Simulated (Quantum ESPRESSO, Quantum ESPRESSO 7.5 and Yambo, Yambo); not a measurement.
# BAs (F-43m): G0W0 with Yambo, start to end

Aim: the G0W0 gap of BAs (F-43m) on PBE, step by step.

Method: PBE and many-body steps on it, plane waves, in Quantum ESPRESSO 7.5 and Yambo 5.3.0.

**What was measured.**

- Gap 1.82 eV: indirect gap from Tauc plot of optical absorption; UV-visible absorption, indirect Tauc plot; 300 K; bulk crystal (three thin as-grown single crystals with the same absorption edge) (“Photoluminescence mapping and time-domain thermo-photoluminescence for rapid imaging and measurement of thermal conductivity of boron arsenide”, 2019, arxiv:1910.07149).

- Gap 4.12 eV: direct gap from square of absorption coefficient, average of two samples; spectroscopic ellipsometry; 300 K; bulk crystal (CVT-grown opaque bulk crystals) (“Optical properties of cubic boron arsenide”, 2019, arxiv:1911.04914).

- Gap 2.02 eV: indirect gap from square root of absorption coefficient, average of three samples; transmission and reflection spectroscopy; 300 K; bulk crystal (CVT-grown platelets about 10 um thick) (“Optical properties of cubic boron arsenide”, 2019, arxiv:1911.04914).

This is a report of a sequence of runs, with most program output left out.

### 1. The structure

It takes space group F-43m (No. 216, cubic). The conventional cell has a = 4.777 Å, b = 4.777 Å, c = 4.777 Å, α = 90.00°, β = 90.00°, γ = 90.00°. Nearest to B lie 4 As at 2.07 Å. As has 4 B at 2.07 Å nearest. Farther neighbours are not listed.

The cell and positions come from the Crystallography Open Database and are kept as given unless a step says otherwise.

### 2. Ground state

This step: Quantum ESPRESSO 7.5; DFT, PBE, plane waves, norm-conserving pseudopotentials.

The ground-state density comes first.

Contents of pw.in:

```
&control
  calculation = 'scf'
  prefix = 'x'
  outdir = 'o'
  pseudo_dir = 'pseudo'
/
&system
  ibrav = 0
  nat = 2
  ntyp = 2
  ecutwfc = 100.0
  nbnd = 18
  force_symmorphic = .true.
/
&electrons
  conv_thr = 1e-10
  electron_maxstep = 80
  mixing_beta = 0.5
/
ATOMIC_SPECIES
  B 10.81 B.upf
  As 74.922 As.upf
CELL_PARAMETERS angstrom
  -0.0000000000 2.3885000000 2.3885000000
  2.3885000000 -0.0000000000 2.3885000000
  2.3885000000 2.3885000000 -0.0000000000
ATOMIC_POSITIONS crystal
  B 0.0000000000 0.0000000000 0.0000000000
  As 0.2500000000 0.2500000000 0.2500000000
K_POINTS automatic
  8 8 8 0 0 0
```

Run with:

```sh
$ OMP_NUM_THREADS=1 mpirun -n 4 pw.x -nk 4 -in pw.in > pw.out
```

Wall time 11 s (4 MPI ranks of Arm Neoverse V1, shared host); peak memory 0.25 GiB; 42 s of CPU time.

Numbers from this step:

```yaml
total_energy: -8386.4857 eV
gap: 1.207 eV
k_of_the_valence_top: 0, 0, 0
k_of_the_conduction_bottom: 0, 0.375, 0.375
least_direct_gap: 3.289 eV
```

The gap is indirect, with the least direct gap 2.08 eV higher.

### 3. Bands along the symmetry lines

Levels along a band path, at the cheap level, show where the edges lie and whether the meshes to come will hold them.

Contents of pw.in:

```
&control
  calculation = 'bands'
  prefix = 'x'
  outdir = 'o'
  pseudo_dir = 'pseudo'
/
&system
  ibrav = 0
  nat = 2
  ntyp = 2
  ecutwfc = 100.0
  nbnd = 19
  force_symmorphic = .true.
/
&electrons
  conv_thr = 1e-9
  electron_maxstep = 80
  diago_full_acc = .true.
  diago_thr_init = 5e-6
/
ATOMIC_SPECIES
  B 10.81 B.upf
  As 74.922 As.upf
CELL_PARAMETERS angstrom
  -0.0000000000 2.3885000000 2.3885000000
  2.3885000000 -0.0000000000 2.3885000000
  2.3885000000 2.3885000000 -0.0000000000
ATOMIC_POSITIONS crystal
  B 0.0000000000 0.0000000000 0.0000000000
  As 0.2500000000 0.2500000000 0.2500000000
K_POINTS crystal
  50
  0.00000000 0.00000000 0.00000000 1
  -0.06250000 -0.06250000 0.00000000 1
  -0.12500000 -0.12500000 0.00000000 1
  -0.18750000 -0.18750000 0.00000000 1
  -0.25000000 -0.25000000 0.00000000 1
  -0.31250000 -0.31250000 0.00000000 1
  -0.37500000 -0.37500000 0.00000000 1
  -0.43750000 -0.43750000 0.00000000 1
  -0.50000000 -0.50000000 0.00000000 1
  -0.48437500 -0.48437500 0.03125000 1
  -0.46875000 -0.46875000 0.06250000 1
  -0.45312500 -0.45312500 0.09375000 1
  -0.43750000 -0.43750000 0.12500000 1
  -0.42187500 -0.42187500 0.15625000 1
  -0.40625000 -0.40625000 0.18750000 1
  -0.39062500 -0.39062500 0.21875000 1
  -0.37500000 -0.37500000 0.25000000 1
  -0.37500000 0.00000000 0.37500000 1
  -0.32812500 0.00000000 0.32812500 1
  -0.28125000 0.00000000 0.28125000 1
  -0.23437500 0.00000000 0.23437500 1
  -0.18750000 0.00000000 0.18750000 1
  -0.14062500 0.00000000 0.14062500 1
  -0.09375000 0.00000000 0.09375000 1
  -0.04687500 0.00000000 0.04687500 1
  0.00000000 0.00000000 0.00000000 1
  0.00000000 0.00000000 0.06250000 1
  0.00000000 0.00000000 0.12500000 1
  0.00000000 0.00000000 0.18750000 1
  0.00000000 0.00000000 0.25000000 1
  0.00000000 0.00000000 0.31250000 1
  0.00000000 0.00000000 0.37500000 1
  0.00000000 0.00000000 0.43750000 1
  -0.00000000 -0.00000000 0.50000000 1
  -0.06250000 -0.03125000 0.46875000 1
  -0.12500000 -0.06250000 0.43750000 1
  -0.18750000 -0.09375000 0.40625000 1
  -0.25000000 -0.12500000 0.37500000 1
  -0.31250000 -0.15625000 0.34375000 1
  -0.37500000 -0.18750000 0.31250000 1
  -0.43750000 -0.21875000 0.28125000 1
  -0.50000000 -0.25000000 0.25000000 1
  -0.50000000 -0.28125000 0.21875000 1
  -0.50000000 -0.31250000 0.18750000 1
  -0.50000000 -0.34375000 0.15625000 1
  -0.50000000 -0.37500000 0.12500000 1
  -0.50000000 -0.40625000 0.09375000 1
  -0.50000000 -0.43750000 0.06250000 1
  -0.50000000 -0.46875000 0.03125000 1
  -0.50000000 -0.50000000 0.00000000 1
```

Elapsed: 4.1 s, on 4 MPI ranks; peak memory 0.22 GiB; 16 s of CPU time.

This step gave:

| Property | Result |
| --- | --- |
| gap | 1.207 eV |
| k of the valence top | 0, 0, 0 |
| k of the conduction bottom | -0.375, -0.375, 0 |
| least direct gap | 3.289 eV |

The gap is 1.207 eV, as in the run before at this level.

Electronic bands along the path, in eV, zero at the top of the highest filled band:

```tsv
point	band 10	band 11	band 12	band 13	band 14	band 15	band 16	band 17
Γ	-15.40	0.00	0.00	0.00	3.29	3.29	3.29	4.69
halfway	-14.05	-4.09	-2.70	-2.70	1.67	4.55	7.41	7.41
X	-11.22	-8.51	-4.07	-4.07	1.45	1.46	11.39	11.39
halfway	-11.19	-8.41	-4.90	-3.92	1.61	2.81	10.72	10.82
U	-11.26	-8.13	-5.94	-3.48	2.06	5.56	9.24	9.78
jump to K	-11.26	-8.13	-5.94	-3.48	2.06	5.56	9.24	9.78
halfway	-13.91	-5.13	-3.78	-1.13	3.99	4.92	5.80	7.01
Γ	-15.40	0.00	0.00	0.00	3.29	3.29	3.29	4.69
halfway	-14.40	-4.93	-1.15	-1.15	3.08	4.67	4.67	7.91
L	-12.53	-8.77	-1.82	-1.82	2.70	4.80	4.80	8.90
halfway	-11.96	-8.28	-4.55	-3.07	3.98	4.79	7.48	9.06
W	-11.06	-8.05	-5.48	-5.19	5.27	5.95	6.83	7.06
halfway	-11.14	-8.31	-4.81	-4.69	2.90	3.02	9.72	10.01
X	-11.22	-8.51	-4.07	-4.07	1.45	1.46	11.39	11.39
```

### 4. Empty states on the mesh, 4×4×4 mesh, 144 bands

The sums over transitions need many empty states on a uniform mesh; this step solves for them.

Contents of pw.in:

```
&control
  calculation = 'nscf'
  prefix = 'x'
  outdir = 'o'
  pseudo_dir = 'pseudo'
/
&system
  ibrav = 0
  nat = 2
  ntyp = 2
  ecutwfc = 100.0
  nbnd = 144
  force_symmorphic = .true.
/
&electrons
  conv_thr = 1e-9
  electron_maxstep = 80
  diago_full_acc = .true.
  diago_thr_init = 5e-6
/
ATOMIC_SPECIES
  B 10.81 B.upf
  As 74.922 As.upf
CELL_PARAMETERS angstrom
  -0.0000000000 2.3885000000 2.3885000000
  2.3885000000 -0.0000000000 2.3885000000
  2.3885000000 2.3885000000 -0.0000000000
ATOMIC_POSITIONS crystal
  B 0.0000000000 0.0000000000 0.0000000000
  As 0.2500000000 0.2500000000 0.2500000000
K_POINTS automatic
  4 4 4 0 0 0
```

Wall time 8.8 s (4 MPI ranks); peak memory 0.35 GiB.

This step gave:

| Quantity | Value |
| --- | --- |
| gap | 1.451 eV |
| k of the valence top | 0, 0, 0 |
| k of the conduction bottom | 0, -0.5, -0.5 |
| least direct gap | 3.289 eV |
| k points computed | 8 |
| lowest point of the top converged band, above the valence top | 143.7902 eV |

On this mesh the gap is 1.451 eV. The earlier step found 1.207 eV, so this mesh misses an edge.

### 5. Conversion and set-up

This step: Yambo 5.3.0; conversion and set-up on PBE, plane waves, norm-conserving pseudopotentials.

The states are converted to the many-body program's format and the q mesh is built.

Run with:

```sh
$ (cd o/x.save; p2y > p2y.log; mv SAVE ../..); yambo > setup.log
```

It took 2.5 s on 1 MPI rank; peak memory 0.24 GiB.

### 6. Screening and self-energy, 4×4×4 mesh, 144 bands, screening to 231.3 eV

Now the one-shot GW correction: screening in the RPA, then the self-energy of the levels asked for.

This step: G0W0 on PBE, plane waves, norm-conserving pseudopotentials.

Contents of gw1.in:

```
HF_and_locXC
gw0
dyson
ppa
em1d
rim_cut
RandQpts= 1000000
RandGvec= 1 RL
EXXRLvcs= 100 Ry
VXCRLvcs= 400 Ry
Chimod= "HARTREE"
% BndsRnXp
 1 | 144 |
%
NGsBlkXp= 17 Ry
% LongDrXp
 1 | 1 | 1 |
%
% GbndRnge
 1 | 144 |
%
DysSolver= "n"
ExtendOut
PPAPntXp= 27.21138 eV
% QPkrange
 1 | 1 | 12 | 15 |
 7 | 7 | 12 | 15 |
%
```

Run with:

```sh
$ OMP_NUM_THREADS=1 mpirun -n 4 yambo -F gw1.in -J gw1 -C gw1 > gw1.log
```

Run time: 1.8 min. Hardware: 4 MPI ranks; peak memory 1.4 GiB; 7.1 min of CPU time.

This step gave:

* G0W0 gap on the points computed: 1.988 eV
* starting gap on the mesh: 1.451 eV
* k of the valence top: 0, 0, 0
* k of the conduction bottom: 0, -0.5, -0.5
* least direct G0W0 gap on the computed points: 4.134 eV
* Z at the valence top: 0.8054
* Z at the conduction bottom: 0.8156

The gap on the mesh goes from 1.45 eV to 1.99 eV, a correction of +0.54 eV. The start differs from the 1.21 eV found before because the two sample other k points.

Limits: finite bands, cutoff and mesh; no spin-orbit coupling; coarse k mesh. v1 is the top filled band, c1 the lowest empty one. The levels before and after the correction (eV, zero at the valence-band top of each column):

```tsv
	conduction bottom	valence top
Kohn-Sham	1.45	0.00
G0W0	1.99	0.00
```

```tsv
	level	energy (eV)
Kohn-Sham	Γ v2-v1	0.000
Kohn-Sham	Γ c1-c2	3.289
Kohn-Sham	(0 -0.5 -0.5) v2-v1	-4.074
Kohn-Sham	(0 -0.5 -0.5) c1	1.451
Kohn-Sham	(0 -0.5 -0.5) c2	1.459
G0W0	Γ v2-v1	0.000
G0W0	Γ c1-c2	4.134
G0W0	(0 -0.5 -0.5) v2-v1	-4.298
G0W0	(0 -0.5 -0.5) c1	1.988
G0W0	(0 -0.5 -0.5) c2	2.076
```

### 7. Where the time went

Times are wall times on the hardware named with each run, good to a factor of about two.

```tsv
step	time	share	memory (GiB)
ground state	11 s	8 %	0.25
bands along the symmetry lines	4.1 s	3 %	0.22
empty states on the mesh	8.8 s	7 %	0.35
conversion and set-up	2.5 s	2 %	0.24
screening and self-energy	1.8 min	81 %	1.4
```

### 8. Outcome

| Item | Value |
| --- | --- |
| PBE gap | 1.21 eV, indirect |
| G0W0 gap on the mesh | 1.99 eV |
| G0W0 gap over the zone (rigid shift) | 1.74 eV |
| GW settings | 4×4×4 mesh, 144 bands, screening to 231.3 eV, Godby-Needs plasmon pole |
| known limits | not at the basis limit; no spin-orbit coupling; coarse k mesh |

**Reading.** G0W0 moves the gap on the mesh from 1.45 eV to 1.99 eV (+0.54 eV), with Z of 0.81 and 0.82 at the edges. The mesh misses the band edges by 0.24 eV in all; a rigid shift gives 1.74 eV for the zone. Only 2 of the mesh's irreducible points were corrected, so a valley elsewhere could overtake. The dearest step here is «screening and self-energy». Against experiment, by G0W0@PBE: the gap of 1.74 eV lies −0.08 eV from the measured 1.82 eV (indirect, 300 K, 2019); the direct gap of 4.13 eV lies +0.01 eV from the measured 4.12 eV (direct, 300 K, 2019); the gap of 1.74 eV lies −0.28 eV from the measured 2.02 eV (indirect, 300 K, 2019). An exciton line or allowed optical edge lies below the quasiparticle gap by the binding energy; a forbidden edge can push the onset above it. The calculation has static nuclei and no excitons; a measured gap holds zero-point and thermal motion, which mostly lowers it. Bands and cutoff are finite, so the gap is not at the basis limit. The miss can reach some tenths of an eV and take either sign; the mesh is an error of its own. In the G0W0 run levels were corrected at 2 k points alone, so a gap called «on the mesh» is the least over those, and an edge elsewhere would be missed. A denser mesh or path gives a starting gap of 1.21 eV: the GW mesh misses a band edge, so its gaps are not the fundamental one. The 4×4×4 mesh is coarse for this cell, which bears on the long-range parts of exchange and screening. The many-body steps are scalar-relativistic: spin-orbit coupling is not in them.

[Paths, hosts, dates, memory and timing lines, banners, echoed tables and standing remarks are left out of the program output.]

[Logs are printed without paths, hosts, clocks, repeated set-up lines and the standing remarks that a program may print on its own settings, such as how far it seeks lower states.]

[Runs of the session that timed out or met a known fault of the program may be left out.]

[Hosts, paths, dates, database ids (printed as entryN), source tags and the programs' standing remarks are cut or masked in the printed files.]
